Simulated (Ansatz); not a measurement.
# V (Im-3m) in Ansatz: further runs

One crystal, V, is run at these levels: LDA; tasks: single point, equation of state.

All numbers are computed with Ansatz 0.2.0; they aren't measurements. Logs are shortened: lines on timing, memory, paths and dates and some standing lists are left out, and cuts for length are marked.

**1. Starting point**

Symmetry: Im-3m, No. 229, cubic system. Conventional cell: a = 3.029 Å, b = 3.029 Å, c = 3.029 Å, α = 90.00°, β = 90.00°, γ = 90.00°. V (site symmetry m-3m) has 8 V at 2.62 Å as nearest neighbours.

**2. Single point, LDA, collinear spin, ferromagnetic start, 13.06 Å³/atom (volume scaled by 0.94)**

Contents of input.yaml:

```yaml
crystal:
  lattice:
    - [-1.4834362237, 1.4834362237, 1.4834362237]
    - [1.4834362237, -1.4834362237, 1.4834362237]
    - [1.4834362237, 1.4834362237, -1.4834362237]
  atoms:
    - { symbol: V, position: [0.0, 0.0, 0.0], spin: 2.0 }
hamiltonian:
  xc: lda
  pseudopotentials: { kind: paw }
magnetization:
  spin_polarized: true
kpoints:
  mp_grid: { grid: [12, 12, 12] }
scf:
  occupations: { method: fermi_dirac, width: 0.05 }
output:
  forces: true
  stress: true
  eigenvalues: true
```

Potentials or basis: Ansatz PAW.

Run with:

```bash
> ansatz run input.yaml --threads 2 --pin off --max-ram 5632MiB --backend cpu --events-out ev --progress --plain --runs-dir out
```

The program printed:

```text
Warning: RAYON_NUM_THREADS=2 ignored (pool sized by the plan → 2); use --threads N
Engine: ansatz 0.2.0, x86_64-unknown-linux-gnu
Pseudopotentials: kind: paw
Pseudopotential: V, paw, valence charge 13, recommended cutoff 420 eV (normal), V.paw.azcp
Functional definition: SPW92
  exchange = slater_x
  correlation = pw_c
Crystal: 1 atoms, lattice volume = 13.058 Å³
Basis set: ecut = 420 eV, 249 PW (Γ)
Bands: 12, of which v1, the nominal top of the filled ones, is band 7 counted from 1 (6 counted from 0)
Symmetry: 48 space group operations
Space group: Im-3m (ITA 229), of the structure as read, at distance tolerance 2.4e-5 Å
Magnetic group: BNS 229.140 (UNI 1642), of the structure as read, at distance tolerance 2.4e-5 Å
k-points: 72 of 1728
Non-local potential: V, projectors of the file, l = 0: 3, l = 1: 2, l = 2: 3, l = 3: 1
PAW form: soft (Blöchl's): semilocal exchange-correlation on the pseudo side does not see the compensation charge
PAW frozen core: V, regenerated for the run's functional, and the local potential with it (the file was generated under x = pbe(κ = 0.804, μ = 0.2195149727645171), c = pbe(β = 0.06672455060314922))
PAW one-centre angular grid: V, 590 points (default); XC on 64 Gauss nodes
Initial density: superposition of atomic densities (chi_scale 0.1, normalization cell)
Starting moments: Σ|m| = 2 μB on 1 of 1 site
Initial wavefunctions: pseudopotential atomic-orbital guess
Functional: x = slater, c = lda
SCF iter   1: F=—  HF=-2861.665521 eV  |F-HF|=—  |Δ(HF+E_count)|=         —  Δρ=1.92e-1 (↑1.92e-1 ↓8.79e-2)  dr2=1.81e0  dr2_m=2.21e0  M=0.303 μB ∫|m|=0.303 μB  β_m=0.30  ethr=3.10e-3  ⟨swp⟩=4.2  Hψ=8116  notcnv=0
Mixer restart at iter 1: flushing history
preconditioner: auto → none  [metal: Δε(μ)=0.030 eV  Ē_g=9.337 eV  σ=0.050 eV  W_gap=0.15  n_scr=0 (ndim 8)  ℏωp=23.0 eV  f_vac=0.000  D(μ)=1.27/eV (n_scr^D=12)]
SCF iter   2: F=—  HF=-2860.279481 eV  |F-HF|=—  |Δ(HF+E_count)|=    1.39e0  Δρ=1.01e-1 (↑1.01e-1 ↓8.52e-2)  dr2=7.83e-2  dr2_m=1.02e0  M=0.320 μB ∫|m|=0.320 μB  β_m=0.45  ethr=3.10e-3  ⟨swp⟩=2.9  Hψ=4429  notcnv=0  defer=145
SCF iter   3: F=—  HF=-2860.325465 eV  |F-HF|=—  |Δ(HF+E_count)|=   4.60e-2  Δρ=3.89e-2 (↑3.67e-2 ↓3.89e-2)  dr2=1.36e-3  dr2_m=1.70e-1  M=0.255 μB ∫|m|=0.255 μB  β_m=0.59  ethr=6.02e-4  ⟨swp⟩=2.1  Hψ=2485  notcnv=0  defer=145
SCF iter   4: F=—  HF=-2860.442142 eV  |F-HF|=—  |Δ(HF+E_count)|=   1.17e-1  Δρ=6.40e-3 (↑5.00e-3 ↓6.40e-3)  dr2=3.05e-3  dr2_m=3.11e-3  M=0.126 μB ∫|m|=0.126 μB  β_m=0.79  ethr=1.05e-5  ⟨swp⟩=2.0  Hψ=3247  notcnv=0  defer=145
SCF iter   5: F=—  HF=-2860.445255 eV  |F-HF|=—  |Δ(HF+E_count)|=   3.11e-3  Δρ=1.13e-3 (↑1.13e-3 ↓1.06e-3)  dr2=3.70e-4  dr2_m=4.89e-5  M=0.035 μB ∫|m|=0.035 μB  β_m=0.90  ethr=1.05e-5  ⟨swp⟩=2.2  Hψ=3084  notcnv=0  defer=144
SCF iter   6: F=—  HF=-2860.446080 eV  |F-HF|=—  |Δ(HF+E_count)|=   8.24e-4  Δρ=1.31e-3 (↑1.31e-3 ↓6.39e-4)  dr2=1.19e-4  dr2_m=9.62e-5  M=0.026 μB ∫|m|=0.026 μB  β_m=0.95  ethr=2.85e-6  ⟨swp⟩=1.8  Hψ=2076  notcnv=0  defer=143
SCF iter   7: F=—  HF=-2860.446149 eV  |F-HF|=—  |Δ(HF+E_count)|=   6.99e-5  Δρ=3.57e-4 (↑3.57e-4 ↓2.60e-4)  dr2=2.16e-6  dr2_m=1.11e-5  M=0.007 μB ∫|m|=0.007 μB  β_m=0.97  ethr=9.14e-7  ⟨swp⟩=2.4  Hψ=2358  notcnv=0  defer=143
SCF iter   8: F=—  HF=-2860.446152 eV  |F-HF|=—  |Δ(HF+E_count)|=   3.07e-6  Δρ=9.37e-5 (↑9.37e-5 ↓4.53e-5)  dr2=5.78e-7  dr2_m=5.02e-7  M=0.002 μB ∫|m|=0.002 μB  β_m=0.99  ethr=1.66e-8  ⟨swp⟩=1.9  Hψ=2095  notcnv=0  defer=143
SCF iter   9: F=—  HF=-2860.446153 eV  |F-HF|=—  |Δ(HF+E_count)|=   3.01e-7  Δρ=1.60e-5 (↑1.60e-5 ↓1.26e-5)  dr2=2.73e-9  dr2_m=2.43e-8  M=0.000 μB ∫|m|=0.000 μB  β_m=0.98  ethr=4.45e-9  ⟨swp⟩=2.5  Hψ=2383  notcnv=0  defer=143
SCF iter  10: F=—  HF=-2860.446153 eV  |F-HF|=—  |Δ(HF+E_count)|=   3.19e-9  Δρ=2.42e-6 (↑2.42e-6 ↓1.12e-6)  dr2=3.59e-10  dr2_m=3.32e-10  M=0.000 μB ∫|m|=0.000 μB  β_m=0.93  ethr=2.10e-11  ⟨swp⟩=2.3  Hψ=2324  notcnv=0  defer=143
SCF iter  11: F=—  HF=-2860.446153 eV  |F-HF|=—  |Δ(HF+E_count)|=  1.30e-10  Δρ=6.63e-8 (↑6.63e-8 ↓5.75e-8)  dr2=1.71e-12  dr2_m=2.51e-14  M=-0.000 μB ∫|m|=0.000 μB  β_m=0.97  ethr=2.76e-12  ⟨swp⟩=2.6  Hψ=2495  notcnv=0  defer=143
SCF iter  12: F=-2860.446153 eV  HF=-2860.446153 eV  |F-HF|=0.00e0  |Δ(HF+E_count)|=  9.09e-13  Δρ=3.36e-8 (↑3.36e-8 ↓2.10e-8)  dr2=3.04e-13  dr2_m=2.05e-14  M=-0.000 μB ∫|m|=0.000 μB  ethr=1.00e-12  ⟨swp⟩=4.4  Hψ=5785  notcnv=0
SCF 1 converged in 12 iterations: F = -2860.446153 eV  dr2 = 3.04e-13
WARN: the starting moments were not kept: the SCF closed with an absolute magnetisation of 9.9e-7 μB, where they sum to 2 μB in size (1 site). That is at most 0.1 of that sum. Measured as dr2_m measures the in/out step, that magnetisation stands 4.3e-13 eV from none, at or under the dr2_threshold of 1.0e-7 eV: it is no larger than a step whose dr2_m would equal this threshold. The system may hold no moment; this SCF shows only that its start led to no more than that. To try another start: raise the starting moments (crystal.atoms[].spin, magnetization.per_species, magnetization.initial_magnetization, or on a non-collinear deck that types none of these the spinor_matrix: blocks that start its atoms; where the total moment is fixed, keep their sum and leave initial_magnetization as it is; typed ones take the place of any that the run laid by itself, positive ones on a crystal's lanthanoids without a Hubbard term where scf.initial_density.shell_occupations: [] is typed) or, if the notice of its spin-set hold's release reads "site moments contracting" or "site moments show no strong build", lengthen the hold (scf.mixing.spin_hold: { on: { confirm: 4 } }; for m-r²SCAN on two components see the key's manual first). Each may lead to a state that holds a moment. A second SCF, from the converged charge density, with the starting moments and any scf.initial_density.shell_occupations laid on it anew, would have followed, and was not run: the deck does not ask for one (magnetization.retry_lost_moments is false, the default). To let it run, set magnetization.retry_lost_moments: true and run the deck again, where that key's refused combinations let it; where memory then withholds it, that run's warning says so.
SCF converged after 12 iterations
Magnetization: -0.0000 μB (6.5000 up, 6.5000 down)
Absolute magnetization: 0.0000 μB (∫|ρ↑−ρ↓|, with the PAW one-centre terms)
Spin contamination: 0.0000 ħ² per cell (⟨S²⟩ above its minimum at these occupations)
Per-site moments (μB) at R_I (Å): [(-7.347270704603509e-7, 1.0598721000600606)]
Free energy (F): -2860.446153 eV
Harris-Foulkes:  -2860.446153 eV  (|F-HF|=0.00e0)
Internal energy: -2860.428287 eV  (E = F + TS)
E sigma→0 (E₀):  -2860.437220 eV
Entropy (-TS):   -0.017866 eV (-17.866 meV/atom)
Fermi energy:    16.799597 eV
--- Per-component energies (eV) ---
  E_band       = -137.573568
  E_kinetic    = 337.125438
  E_local      = -876.862866  (includes V_loc(G=0)·N_el)
  E_nonlocal   = -40.556541
  E_hartree    = 403.474206
  E_xc         = -129.650107
  E_vxc        = -165.295849  (∫ρ·V_xc dr)
  E_paw        = -1061.786897  (= ΣΔE_a)
  E_vpaw       = -198.932371  (= ΣTr[D̂ρ^β])
  E_aug_tail   = 0.000233  (compensation charges beyond the density's cutoff)
  E_ewald      = -1492.517902
  E_core_change = 0.346150  (= ΣΔE_core)
  E_smearing   = -0.017866  (= −TS)
  E_closure    = -0.000000  (closes the sum)
  Σ components = -2860.446153   (vs F -2860.446153, Δ=0.00e0)
--- Forces (eV/Å), atoms counted from 1 ---
  atom   1  V      0.00000000    -0.00000000     0.00000000
  max |Σ_I F_I| component: 2.63e-31 eV/Å
--- Stress (GPa, compression-positive) ---
       -8.274221      -0.000000      -0.000000
       -0.000000      -8.274221      -0.000000
       -0.000000      -0.000000      -8.274221
  P = ⅓ Tr σ = -8.2742 GPa (-82.742 kbar)
--- Band table (eV; the first three rows and the last of 144) ---
  k-point 0 ↑: bands = ["-46.2377", "-19.7919", "-19.7919", "-19.7919", "10.2101", "17.2037", "17.2037", "17.2037", "19.2819", "19.2819", "37.6628", "37.6628"]
  k-point 1 ↑: bands = ["-46.2223", "-19.8636", "-19.8136", "-19.7925", "10.4972", "17.0802", "17.1748", "17.4139", "19.1455", "19.2908", "37.1721", "37.6041"]
  k-point 2 ↑: bands = ["-46.1801", "-20.0567", "-19.8726", "-19.7940", "11.2979", "16.7565", "17.0175", "18.0146", "18.9375", "19.3260", "35.6858", "37.0356"]
  k-point 71 ↓: bands = ["-45.8450", "-20.4852", "-20.4852", "-20.4852", "13.6455", "13.6455", "20.7011", "20.7011", "20.7011", "27.3139", "27.3139", "27.3139"]
```

It took 1.6 s on 2 threads of AMD EPYC 7R13 (Zen 3), shared host; peak memory 0.32 GiB.

What came out:

| Item | Value |
| --- | --- |
| Free energy | -2860.4462 eV |
| Pressure | -8.3 GPa |
| Band gap on the k mesh | none (metal or under the smearing width) |
| Net moment | 0.00 μB per cell |
| Absolute moment | 0.00 μB per cell |

Caveat: the PAW data sets come from PBE, with cores solved anew for the run's functional, which leaves a small shift of forces and pressure; the starting moments weren't kept.

**3. Single point, LDA, collinear spin, ferromagnetic start, 13.34 Å³/atom (volume scaled by 0.96)**

Edit input.yaml of step 2 so:

```diff
@@ -2,5 +2,5 @@
   lattice:
-    - [-1.4834362237, 1.4834362237, 1.4834362237]
-    - [1.4834362237, -1.4834362237, 1.4834362237]
-    - [1.4834362237, 1.4834362237, -1.4834362237]
+    - [-1.4938833019, 1.4938833019, 1.4938833019]
+    - [1.4938833019, -1.4938833019, 1.4938833019]
+    - [1.4938833019, 1.4938833019, -1.4938833019]
   atoms:
```

Potentials or basis: Ansatz PAW.

Run with:

```bash
> ansatz run input.yaml --threads 2 --pin off --max-ram 5632MiB --backend cpu --events-out ev --progress --plain --runs-dir out
```

It took 1.4 s on 2 threads of AMD EPYC 7R13 (Zen 3), shared host; peak memory 0.31 GiB.

It converged, with:

* Free energy: -2860.4287 eV
* Pressure: -11.8 GPa
* Band gap on the k mesh: none (metal or under the smearing width)
* Net moment: 0.00 μB per cell
* Absolute moment: 0.00 μB per cell

Caveat: the PAW data sets come from PBE, with cores solved anew for the run's functional, which leaves a small shift of forces and pressure; the starting moments weren't kept.

**4. Single point, LDA, collinear spin, ferromagnetic start, 13.61 Å³/atom (volume scaled by 0.98)**

Edit input.yaml of step 3 so:

```diff
@@ -2,5 +2,5 @@
   lattice:
-    - [-1.4938833019, 1.4938833019, 1.4938833019]
-    - [1.4938833019, -1.4938833019, 1.4938833019]
-    - [1.4938833019, 1.4938833019, -1.4938833019]
+    - [-1.5041862709, 1.5041862709, 1.5041862709]
+    - [1.5041862709, -1.5041862709, 1.5041862709]
+    - [1.5041862709, 1.5041862709, -1.5041862709]
   atoms:
```

Run with:

```bash
> ansatz run input.yaml --threads 2 --pin off --max-ram 5632MiB --backend cpu --events-out ev --progress --plain --runs-dir out
```

Wall time 1.3 s (2 threads of AMD EPYC 7R13 (Zen 3), shared host); peak memory 0.33 GiB.

The run converged. Its results:

```
Free energy            : -2860.4056 eV
Pressure               : -14.9 GPa
Band gap on the k mesh : none (metal or under the smearing width)
Net moment             : 0.00 μB per cell
Absolute moment        : 0.00 μB per cell
```

Caveat: the PAW data sets come from PBE, with cores solved anew for the run's functional, which leaves a small shift of forces and pressure; the starting moments weren't kept.

**5. Single point, LDA, collinear spin, ferromagnetic start, 13.89 Å³/atom**

Edit input.yaml of step 4 so:

```diff
@@ -2,5 +2,5 @@
   lattice:
-    - [-1.5041862709, 1.5041862709, 1.5041862709]
-    - [1.5041862709, -1.5041862709, 1.5041862709]
-    - [1.5041862709, 1.5041862709, -1.5041862709]
+    - [-1.51435, 1.51435, 1.51435]
+    - [1.51435, -1.51435, 1.51435]
+    - [1.51435, 1.51435, -1.51435]
   atoms:
```

Run with:

```bash
> ansatz run input.yaml --threads 2 --pin off --max-ram 5632MiB --backend cpu --events-out ev --progress --plain --runs-dir out
```

Run time: 2 s. Hardware: 2 threads of AMD EPYC 7R13 (Zen 3), shared host; peak memory 0.32 GiB.

Results (log left out):

```
Free energy            : -2860.3772 eV
Pressure               : -17.8 GPa
Band gap on the k mesh : none (metal or under the smearing width)
Net moment             : 0.00 μB per cell
Absolute moment        : 0.00 μB per cell
```

Caveat: the PAW data sets come from PBE, with cores solved anew for the run's functional, which leaves a small shift of forces and pressure; the starting moments weren't kept.

**6. Single point, LDA, collinear spin, ferromagnetic start, 14.17 Å³/atom (volume scaled by 1.02)**

Edit input.yaml of step 5 so:

```diff
@@ -2,5 +2,5 @@
   lattice:
-    - [-1.51435, 1.51435, 1.51435]
-    - [1.51435, -1.51435, 1.51435]
-    - [1.51435, 1.51435, -1.51435]
+    - [-1.5243791002, 1.5243791002, 1.5243791002]
+    - [1.5243791002, -1.5243791002, 1.5243791002]
+    - [1.5243791002, 1.5243791002, -1.5243791002]
   atoms:
```

Potentials or basis: Ansatz PAW.

Run with:

```bash
> ansatz run input.yaml --threads 2 --pin off --max-ram 5632MiB --backend cpu --events-out ev --progress --plain --runs-dir out
```

It took 1.5 s on 2 threads of AMD EPYC 7R13 (Zen 3), shared host; peak memory 0.33 GiB.

Results (log left out):

```yaml
Free_energy: -2860.3441 eV
Pressure: -20.4 GPa
Band_gap_on_the_k_mesh: none (metal or under the smearing width)
Net_moment: 0.00 μB per cell
Absolute_moment: 0.00 μB per cell
```

Caveat: the PAW data sets come from PBE, with cores solved anew for the run's functional, which leaves a small shift of forces and pressure; the starting moments weren't kept.

**7. Single point, LDA, collinear spin, ferromagnetic start, 14.45 Å³/atom (volume scaled by 1.04)**

Edit input.yaml of step 6 so:

```diff
@@ -2,5 +2,5 @@
   lattice:
-    - [-1.5243791002, 1.5243791002, 1.5243791002]
-    - [1.5243791002, -1.5243791002, 1.5243791002]
-    - [1.5243791002, 1.5243791002, -1.5243791002]
+    - [-1.5342779432, 1.5342779432, 1.5342779432]
+    - [1.5342779432, -1.5342779432, 1.5342779432]
+    - [1.5342779432, 1.5342779432, -1.5342779432]
   atoms:
```

Run with:

```bash
> ansatz run input.yaml --threads 2 --pin off --max-ram 5632MiB --backend cpu --events-out ev --progress --plain --runs-dir out
```

It took 1.7 s on 2 threads of AMD EPYC 7R13 (Zen 3), shared host; peak memory 0.34 GiB.

It converged, with:

```
Free energy            : -2860.3067 eV
Pressure               : -22.7 GPa
Band gap on the k mesh : none (metal or under the smearing width)
Net moment             : 0.00 μB per cell
Absolute moment        : 0.00 μB per cell
```

Caveat: the PAW data sets come from PBE, with cores solved anew for the run's functional, which leaves a small shift of forces and pressure; the starting moments weren't kept.

**8. Single point, LDA, collinear spin, ferromagnetic start, 14.72 Å³/atom (volume scaled by 1.06)**

Edit input.yaml of step 7 so:

```diff
@@ -2,5 +2,5 @@
   lattice:
-    - [-1.5342779432, 1.5342779432, 1.5342779432]
-    - [1.5342779432, -1.5342779432, 1.5342779432]
-    - [1.5342779432, 1.5342779432, -1.5342779432]
+    - [-1.5440506776, 1.5440506776, 1.5440506776]
+    - [1.5440506776, -1.5440506776, 1.5440506776]
+    - [1.5440506776, 1.5440506776, -1.5440506776]
   atoms:
```

Run with:

```bash
> ansatz run input.yaml --threads 2 --pin off --max-ram 5632MiB --backend cpu --events-out ev --progress --plain --runs-dir out
```

Wall time 1.7 s (2 threads of AMD EPYC 7R13 (Zen 3), shared host); peak memory 0.33 GiB.

It converged, with:

```yaml
Free_energy: -2860.2655 eV
Pressure: -24.8 GPa
Band_gap_on_the_k_mesh: none (metal or under the smearing width)
Net_moment: 0.00 μB per cell
Absolute_moment: 0.00 μB per cell
```

Caveat: the PAW data sets come from PBE, with cores solved anew for the run's functional, which leaves a small shift of forces and pressure; the starting moments weren't kept.

**9. Equation of state, LDA, collinear spin, ferromagnetic start**

Potentials or basis: Ansatz PAW.

This step only gathers the single runs of the series.

Results:

- Equilibrium volume: 12.50 Å³/atom (rough: see the caveat)
- Bulk modulus: 203 GPa (rough)

Energy against volume, from the lowest point:
```
volume (Å³/atom)  energy (meV/atom)
          13.058               0.00
          13.336              17.42
          13.613              40.60
          13.891              68.99
          14.169             102.09
          14.447             139.45
          14.725             180.64
```

Caveat: the minimum lies outside the volumes run.
